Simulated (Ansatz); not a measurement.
Level of theory: Ansatz 0.2.0, DFT PBE, scalar-relativistic, plane waves, PAW. All cells share a 420 eV cutoff and Γ-centred k meshes spaced at most about 0.3 Å⁻¹ (about 0.25 or finer for metals, 2π included). No spin polarisation in the final relaxations.

All energies are static (0 K, no zero-point motion).

Two relaxed structures of P:

A. Space group P4_2/mmc (No. 131), tetragonal, a = 3.328 Å, c = 6.411 Å. P on a site of symmetry mmm has 4 P at 2.31 Å; P on a site of symmetry -4m2 has 4 P at 2.31 Å.

B. Space group Pm-3m (No. 221), cubic, a = 2.445 Å. P has 6 P at 2.44 Å.

Question: Which is lower in energy, and by how much?

Answer: B is lower, by 290 meV/atom. A has space group P4_2/mmc (No. 131), 17.7 Å³/atom and no gap on its mesh; B has the simple cubic type, space group Pm-3m (No. 221), 14.6 Å³/atom and no gap. Counting all near atoms (those within 1.25 times the shortest such distance or 1.15 times the sum of covalent radii), A has P 4 and B has P 6. The denser one is the lower, and pressure would at first widen the difference. Both come from invented guesses. The part of the Crystallography Open Database at hand lists P in space groups No. 2, 13, 64, 123; no cell shown has one of them.

Cells relaxed within their symmetry can be saddle points.
